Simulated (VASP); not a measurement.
# CdTe (F-43m) in VASP: single point with LDA

Aim: the single point of CdTe with LDA.

Everything below comes from runs of VASP 6.6.1. Logs are shortened: lines on timing, memory, paths and dates and some standing lists are left out, and cuts for length are marked.

**What was measured.**

A printed reference work, data compilation reports, for a bulk crystal of CdTe at 0 K: band gap 1.607 eV.

How close the calculation comes is told below.

## (1) The cell of the first run

It takes space group F-43m (No. 216, cubic). The conventional cell has a = 6.410 Å, b = 6.410 Å, c = 6.410 Å, α = 90.00°, β = 90.00°, γ = 90.00°. Within 3.7 Å of Cd (site symmetry -43m) lie 4 Te at 2.78 Å. Within 3.7 Å of Te (site symmetry -43m) lie 4 Cd at 2.78 Å.

## (2) Single point, LDA

INCAR reads:

```
SYSTEM = CdTe
PREC     = Accurate       ! precision mode
ENCUT    = 500            ! plane-wave cutoff, eV
EDIFF    = 1E-6           ! SCF threshold, eV
ISMEAR   = 0              ! smearing method
SIGMA    = 0.1            ! smearing width, eV
LREAL    = .FALSE.        ! projectors in reciprocal space
LASPH    = .TRUE.         ! aspherical terms in the spheres
NELM     = 120            ! most SCF steps
ALGO     = Normal         ! electronic algorithm
ISIF     = 2              ! what is computed and relaxed
LWAVE    = .FALSE.        ! write WAVECAR
LCHARG   = .TRUE.         ! write CHGCAR
LELF     = .TRUE.         ! ELF
LVHAR    = .TRUE.       
NBANDS   = 16             ! bands
GGA_COMPAT= .FALSE.
```

KPOINTS reads:

```
regular mesh
0
G
  6 6 6
  0 0 0
```

POSCAR reads:

```
CdTe
1.0
    0.0000000000      3.2050000000      3.2050000000
    3.2050000000      0.0000000000      3.2050000000
    3.2050000000      3.2050000000      0.0000000000
Cd Te
1 1
Direct
    0.0000000000      0.0000000000      0.0000000000
    0.2500000000      0.2500000000      0.2500000000
```

Potentials or basis: VASP PAW LDA potentials, release 64 (Cd, Te).

On the command line:

```console
$ cat potpaw_LDA.64/Cd/POTCAR potpaw_LDA.64/Te/POTCAR > POTCAR
$ mpirun -np 1 vasp_std > vasp.out
```

OUTCAR:

```text
SYSTEM = CdTe
   PREC = Accurate
   ENCUT = 500
   EDIFF = 1E-6
   ISMEAR = 0
   LREAL = .FALSE.
   LASPH = .TRUE.
   NELM = 120
   ISIF = 2

 ion  position               nearest neighbor table
   1  0.000  0.000  0.000-   2 2.78   2 2.78   2 2.78   2 2.78
   2  0.250  0.250  0.250-   1 2.78   1 2.78   1 2.78   1 2.78

  LATTYP: Found a face centered cubic cell.
 ALAT       =     6.4100000000

  Lattice vectors:

 A1 = (   0.0000000000,   3.2050000000,   3.2050000000)
 A2 = (   3.2050000000,   0.0000000000,   3.2050000000)
 A3 = (   3.2050000000,   3.2050000000,   0.0000000000)

Analysis of symmetry for initial positions (statically):
=====================================================================
 Subroutine PRICEL returns:
 Original cell was already a primitive cell.

 Routine SETGRP: Setting up the symmetry group for a
 face centered cubic supercell.

 Subroutine GETGRP returns: Found 24 space group operations
 (whereof 24 operations were pure point group operations)
 out of a pool of 48 trial point group operations.

The static configuration has the point symmetry T_d .

Analysis of symmetry for dynamics (positions and initial velocities):
=====================================================================
 Subroutine PRICEL returns:
 Original cell was already a primitive cell.

 Routine SETGRP: Setting up the symmetry group for a
 face centered cubic supercell.

 Subroutine GETGRP returns: Found 24 space group operations
 (whereof 24 operations were pure point group operations)
 out of a pool of 48 trial point group operations.

The dynamic configuration has the point symmetry T_d .

 Subroutine INISYM returns: Found 24 space group operations
 (whereof 24 operations are pure point group operations),
 and found     1 'primitive' translations

----------------------------------------------------------------------------------------

                                     Primitive cell

  volume of cell :      65.8437

  direct lattice vectors                    reciprocal lattice vectors
     0.000000000  3.205000000  3.205000000    -0.156006240  0.156006240  0.156006240
     3.205000000  0.000000000  3.205000000     0.156006240 -0.156006240  0.156006240
     3.205000000  3.205000000  0.000000000     0.156006240  0.156006240 -0.156006240

  length of vectors
     4.532554467  4.532554467  4.532554467     0.270210734  0.270210734  0.270210734

  position of ions in fractional coordinates (direct lattice)
     0.000000000  0.000000000  0.000000000
     0.250000000  0.250000000  0.250000000

  ion indices of the primitive-cell ions
   primitive index   ion index
                 1           1
                 2           2

----------------------------------------------------------------------------------------

 KPOINTS: regular mesh

Automatic generation of k-mesh.
 Grid dimensions read from file:
 generate k-points for:    6    6    6

 Generating k-lattice:

  Cartesian coordinates                     Fractional coordinates (reciprocal lattice)
    -0.026001040  0.026001040  0.026001040     0.166666667  0.000000000  0.000000000
     0.026001040 -0.026001040  0.026001040     0.000000000  0.166666667  0.000000000
     0.026001040  0.026001040 -0.026001040     0.000000000  0.000000000  0.166666667

  Length of vectors
     0.045035122  0.045035122  0.045035122

  Shift w.r.t. Gamma in fractional coordinates (k-lattice)
     0.000000000  0.000000000  0.000000000

 Subroutine IBZKPT returns following result:
 ===========================================

 Found     16 irreducible k-points:

 Following reciprocal coordinates:
            Coordinates               Weight
  0.000000  0.000000  0.000000      1.000000
  0.166667  0.000000  0.000000      8.000000
  0.333333  0.000000  0.000000      8.000000
  0.500000  0.000000  0.000000      4.000000
  0.166667  0.166667  0.000000      6.000000
  0.333333  0.166667  0.000000     24.000000
[... 8 lines left out ...]
 -0.333333  0.333333  0.166667     24.000000
 -0.333333  0.500000  0.166667     12.000000
   k-points           NKPTS =     16   k-points in BZ     NKDIM =     16   number of bands    NBANDS=     16
   number of dos      NEDOS =    301   number of ions     NIONS =      2
   total plane-waves  NPLWV =  46656
   dimension x,y,z NGX =    36 NGY =   36 NGZ =   36
   dimension x,y,z NGXF=    72 NGYF=   72 NGZF=   72
   ions per type =               1   1
   NGX,Y,Z   is equivalent  to a cutoff of  13.20, 13.20, 13.20 a.u.
   NGXF,Y,Z  is equivalent  to a cutoff of  26.41, 26.41, 26.41 a.u.
 SYSTEM =  CdTe
   PREC   = accura    normal or accurate (medium, high low for compatibility)
   ISTART =      0    job   : 0-new  1-cont  2-samecut
   ICHARG =      2    charge: 1-file 2-atom 10-const
   ISPIN  =      1    spin polarized calculation?
   LNONCOLLINEAR =      F non collinear calculations
   LSORBIT =      F    spin-orbit coupling
   LASPH  =      T    aspherical Exc in radial PAW
   ENCUT  =  500.0 eV  36.75 Ry    6.06 a.u.   8.26  8.26  8.26*2*pi/ulx,y,z
   NELM   =    120;   NELMIN=  2; NELMDL= -5     # of ELM steps
   EDIFF  = 0.1E-05   stopping-criterion for ELM
   LREAL  =      F    real-space projection
   EDIFFG = 0.1E-04   stopping-criterion for IOM
   NSW    =      0    number of steps for IOM
   IBRION =     -1    ionic relax: 0-MD 1-quasi-New 2-CG
   NFREE  =      0    steps in history (QN), initial steepest desc. (CG)
   ISIF   =      2    stress and relaxation
   ISYM   =      2    0-nonsym 1-usesym 2-fastsym
   POTIM  = 0.5000    time-step for ionic-motion
   TEBEG  =    0.0;   TEEND  =   0.0 temperature during run
   PSTRESS=    0.0 pullay stress
   NELECT =      18.0000    total number of electrons
   NUPDOWN=      -1.0000    fix difference up-down
   EMIN   =  10.00;   EMAX   =-10.00  energy-range for DOS
   EFERMI =   0.00;   METHOD = LEGACY
   ISMEAR =     0;   SIGMA  =   0.10  broadening in eV -4-tet -1-fermi 0-gaus
   EFERMI_NEDOS =   21; number of points for ismear=-14 and -15
   IALGO  =     38    algorithm
   IMIX   =      4    mixing-type and parameters
     AMIX     =   0.40;   BMIX     =  1.00
     AMIX_MAG =   1.60;   BMIX_MAG =  1.00
  volume/ion in A,a.u.               =      32.92       222.17
  Fermi-wavevector in a.u.,A,eV,Ry     =   1.062497  2.007828 15.359610  1.128899
  Thomas-Fermi vector in A             =   2.197950
   LORBIT       =      0    0 simple, 1 ext, 2 COOP (PROOUT), +10 PAW based schemes
   GGA     = CA    functional components
   LHFCALC =     F    Hartree Fock is set to
   AEXX    =    0.0000 exact exchange contribution
   IVDW    =     0    specifies the selected vdW correction
   LEPSILON=     F    determine dielectric tensor
   LRPA    =     F    only Hartree local field effects (RPA)
 non-spin polarized calculation
 Gauss-broadening in eV      SIGMA  =   0.10
  energy-cutoff  :      500.00
  volume of cell :       65.84
 maximum number of plane-waves:      1687
 NGX is ok and might be reduce to    36
   NGX = 17   NGY = 17   NGZ = 17

 number of electron      17.9999995 magnetization

 Free energy of the ion-electron system (eV)
  ---------------------------------------------------
  ext. energy  EPLUGINS =         0.00000000
  ---------------------------------------------------
  free energy    TOTEN  =        -6.04425111 eV

  energy without entropy =       -6.04425109  energy(sigma->0) =       -6.04425110

 E-fermi :   2.8034     XC(G=0):  -9.0888

 val. band max:        2.4698486218   @ k =   0.0000   0.0000   0.0000
 cond. band min:       3.1207112633   @ k =   0.0000   0.0000   0.0000
 fundamental gap:      0.6508626415
 Fermi energy:         2.8033523872

 k-point     1 :       0.0000    0.0000    0.0000
  band No.  band energies     occupation
      1      -8.9651      2.00000
      2      -5.9465      2.00000
      3      -5.9465      2.00000
      4      -5.9465      2.00000
      5      -5.6574      2.00000
      6      -5.6574      2.00000
[... 8 lines left out ...]
     15      11.8612      0.00000
     16      11.8612      0.00000

 k-point     2 :       0.1667    0.0000    0.0000
  band No.  band energies     occupation
      1      -8.8559      2.00000
      2      -5.9258      2.00000
      3      -5.9258      2.00000
      4      -5.8621      2.00000
      5      -5.6590      2.00000
      6      -5.6590      2.00000
[... 8 lines left out ...]
     15      10.8883      0.00000
     16      10.8883      0.00000

 k-point     3 :       0.3333    0.0000    0.0000
  band No.  band energies     occupation
      1      -8.6364      2.00000
      2      -5.8902      2.00000
      3      -5.8902      2.00000
      4      -5.6548      2.00000
      5      -5.6548      2.00000
      6      -5.5653      2.00000
[... 8 lines left out ...]
     15      11.3105      0.00000
     16      11.3105      0.00000

 k-point     4 :       0.5000    0.0000    0.0000
  band No.  band energies     occupation
      1      -8.5285      2.00000
      2      -5.8765      2.00000
      3      -5.8765      2.00000
      4      -5.6478      2.00000
      5      -5.6478      2.00000
      6      -5.2845      2.00000
[... 8 lines left out ...]
     15      12.7622      0.00000
     16      12.7622      0.00000
[... 172 lines left out ...]
 k-point    14 :       0.5000    0.3333    0.1667
  band No.  band energies     occupation
      1      -8.4976      2.00000
      2      -5.8408      2.00000
      3      -5.8331      2.00000
      4      -5.7065      2.00000
      5      -5.6442      2.00000
      6      -5.3303      2.00000
[... 8 lines left out ...]
     15      12.7272      0.00000
     16      13.9306      0.00000

 k-point    15 :      -0.3333    0.3333    0.1667
  band No.  band energies     occupation
      1      -8.4299      2.00000
      2      -5.8331      2.00000
      3      -5.8163      2.00000
      4      -5.6861      2.00000
      5      -5.6553      2.00000
      6      -5.1175      2.00000
[... 8 lines left out ...]
     15      12.9227      0.00000
     16      13.7048      0.00000

 k-point    16 :      -0.3333    0.5000    0.1667
  band No.  band energies     occupation
      1      -8.3969      2.00000
      2      -5.8036      2.00000
      3      -5.7993      2.00000
      4      -5.7122      2.00000
      5      -5.6443      2.00000
      6      -5.0645      2.00000
[... 8 lines left out ...]
     15      13.5701      0.00000
     16      13.8135      0.00000

------------------------ aborting loop because EDIFF is reached ----------------------------------------

  FORCE on cell =-STRESS in cart. coord.  units (eV):
  Direction    XX          YY          ZZ          XY          YZ          ZX
  --------------------------------------------------------------------------------------
  -------------------------------------------------------------------------------------
  Total        0.1062810      0.1062810      0.1062810     -0.0000000      0.0000000     -0.0000000
  in kB        2.5861414      2.5861414      2.5861414     -0.0000000      0.0000000     -0.0000000
  external PRESSURE =       2.5861414 kB  Pullay stress =       0.0000000 kB

 VOLUME and BASIS-vectors are now :
 -----------------------------------------------------------------------------
  energy-cutoff  :      500.00
  volume of cell :       65.84
      direct lattice vectors                 reciprocal lattice vectors
     0.000000000  3.205000000  3.205000000    -0.156006240  0.156006240  0.156006240
     3.205000000  0.000000000  3.205000000     0.156006240 -0.156006240  0.156006240
     3.205000000  3.205000000  0.000000000     0.156006240  0.156006240 -0.156006240

 POSITION                                       TOTAL-FORCE (eV/Angst)
 -----------------------------------------------------------------------------------
      0.00000      0.00000      0.00000         0.000000      0.000000      0.000000
      1.60250      1.60250      1.60250        -0.000000     -0.000000     -0.000000
 -----------------------------------------------------------------------------------
    total drift:                                0.000000      0.000000      0.000000

  FREE ENERGIE OF THE ION-ELECTRON SYSTEM (eV)
  ---------------------------------------------------
  free  energy   TOTEN  =        -6.0442511145 eV

  energy  without entropy=       -6.0442510919  energy(sigma->0) =       -6.04425110
```

It took 12 s on 1 thread of AMD EPYC 9R45 (Zen 5), shared host; peak memory 0.14 GiB.

Results:

- Free energy: -6.0443 eV
- Pressure: 0.3 GPa
- Band gap on the k mesh: 0.65 eV, direct

Levels at points of the mesh, in eV from the valence-band top:
```tsv
k point	band 7	band 8	band 9	band 10	band 11	band 12
(0.00, 0.00, 0.00)	0.00	0.00	0.00	0.65	4.47	4.47
(0.50, 0.00, 0.00)	-4.69	-0.84	-0.84	1.69	5.08	5.08
(0.50, 0.50, 0.00)	-4.54	-2.01	-2.01	2.37	2.54	8.82
```

Caveat: spin-orbit coupling is left out, which moves the levels of the heavy elements.

## (3) How close it comes

Step 2. Measured gap of CdTe: 1.607 eV (0 K; a printed reference work, data compilation). This calculation gives 0.65 eV (-0.96 eV). Spin-orbit coupling on Cd, Te is left out. The value is that of LDA, without temperature or zero-point motion. Semilocal functionals fall short of measured gaps as a rule.
